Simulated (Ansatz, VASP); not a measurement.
Tl: VASP beside Ansatz

Contents of INCAR:

```
  PREC = Accurate
  ENCUT = 520
  EDIFF = 1E-8
  ISMEAR = -1
  SIGMA = 0.05
  LREAL = F
  LASPH = T
  NELM = 80
  ALGO = Normal
  ISIF = 2
  LWAVE = F
  LCHARG = F
  GGA = CA
  LEFG = T
  NBANDS = 20
```

File KPOINTS:

```
regular mesh
0
Gamma
  11 11 6
```

The input POSCAR:

```
Tl
1.0
    3.3854479818      0.0000000000      0.0000000000
   -1.6927239909      2.9318839554      0.0000000000
    0.0000000000      0.0000000000      5.4122132506
Tl
2
Direct
    0.3333333333      0.6666666667      0.2500000000
    0.6666666667      0.3333333333      0.7500000000
```

Input for Ansatz:

```yaml
crystal:
  lattice:
    - [3.3854479818, 0.0, 0.0]
    - [-1.6927239909, 2.9318839554, 0.0]
    - [0.0, 0.0, 5.4122132506]
  atoms:
    - { symbol: Tl, position: [0.3333333333, 0.6666666667, 0.25] }
    - { symbol: Tl, position: [0.6666666667, 0.3333333333, 0.75] }
kpoints:
  mp_grid: { grid: [11, 11, 6] }
scf:
  occupations: { method: fermi_dirac, width: 0.05 }
hamiltonian:
  xc: lda
  pseudopotentials: { kind: paw }
output:
  forces: true
  stress: true
  eigenvalues: true
  efg: { contact_densities: true }
```

Change from the starting cell: volume scaled by 0.94, PAW files.

Alike in both runs: task electric field gradients; functional LDA; k mesh 11 × 11 × 6; occupations fermi-dirac, width 0.05 eV; no spin polarisation.

|  | VASP | Ansatz |
| --- | --- | --- |
| version | VASP 6.6.1 | Ansatz 0.2.0 |
| potentials or method | VASP PAW LDA potentials, release 64 (Tl_d) | PAW with Ansatz's default frozen-core files, scalar-relativistic |
| plane-wave cutoff (eV) | 520 | 420 |
| valence electrons in the cell | 26 | 26 |

Ansatz gave:

```
pressure (GPa)                                                 : 0.6
largest component of the traceless stress (GPa)                : 0.32
Vzz of the field gradient on the site that differs most (V/Å²) : -26.7
```

Q: What did VASP give for the same quantities?

A: Pressure (GPa): 0.7; largest component of the traceless stress (GPa): 0.36; Vzz of the field gradient on the site that differs most (V/Å²): -26.6.

Ansatz warned: «gradients_without_spin_orbit».

Spin-orbit coupling is left out, which matters for the levels of Tl.
